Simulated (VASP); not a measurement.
The system is BN.

```
CELL_PARAMETERS angstrom
0.00000 1.80334 1.80334
1.80334 0.00000 1.80334
1.80334 1.80334 0.00000
ATOMIC_POSITIONS crystal
B 0.00000 0.00000 0.00000
N 0.25000 0.25000 0.25000
```

The cell is a database's computed one.

Program: VASP 6.6.1. Alike in all runs: task band structure; potentials or basis VASP PAW PBE potentials, release 64 (B, N); no spin polarisation; cell as given; k mesh 12 × 12 × 12; cutoff (eV) 520; smearing gaussian 0.02 eV.

Problem. Order these runs on this cell by their band gap on the k mesh, lowest first.
A. level r2SCAN
B. level PBEsol
C. level TB-mBJ

Solution. B (4.28 eV), A (4.98 eV), C (5.80 eV).

A k mesh can miss the band edges.

Not every run made on this cell is shown here.
